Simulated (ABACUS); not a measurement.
The system is Sn.

```
CELL_PARAMETERS angstrom
0.00000 3.23334 3.23334
3.23334 0.00000 3.23334
3.23334 3.23334 0.00000
ATOMIC_POSITIONS crystal
Sn 0.75000 0.75000 0.75000
Sn 0.50000 0.50000 0.50000
```

This isn't the form of Sn at room conditions, which is tetragonal (white tin).

```yaml
Program: ABACUS 3.10.1
Task: single point
Functional: PBE
Potentials_or_basis: PseudoDojo NC SR 0.4.1 PBE standard
Cutoff: 1361 eV
Density_cutoff: 5442 eV
Basis: DZP LCAO (the cutoffs set its grid)
k_mesh: 7 × 7 × 7
Occupations: fermi-dirac, width 0.05 eV
Spin: no spin polarisation
```

On this cell: pressure 4.5 GPa; largest force zero by symmetry; band gap on the k mesh none (metal or under the smearing width).

The same run follows on a disturbed copy (atoms moved at random, drawn with an rms of 0.05 Å):

```
Sn
1.0
     0.00000    3.23334    3.23334
     3.23334    0.00000    3.23334
     3.23334    3.23334    0.00000
Sn
2
Direct
  0.75132 0.75902 0.76259
  0.49467 0.50900 0.50001
```

Question: What changes?

Answer: The energy (extrapolated to zero smearing) moves by +12.9 meV/atom; pressure 4.7 GPa; largest force 0.644 eV/Å; band gap on the k mesh none (metal or under the smearing width).

Forces in eV/Å, atoms in the order of the input:
```
Sn  -0.333 -0.535 -0.132
Sn   0.333  0.535  0.132
```

Stress tensor (GPa, compression positive):
```
 4.66 -0.50 -1.70
-0.50  4.59 -1.08
-1.70 -1.08  4.70
```

Caveats: the atomic orbitals were generated for these runs and aren't a published set; the basis of atomic orbitals isn't converged, which shifts pressures, moduli and gaps.
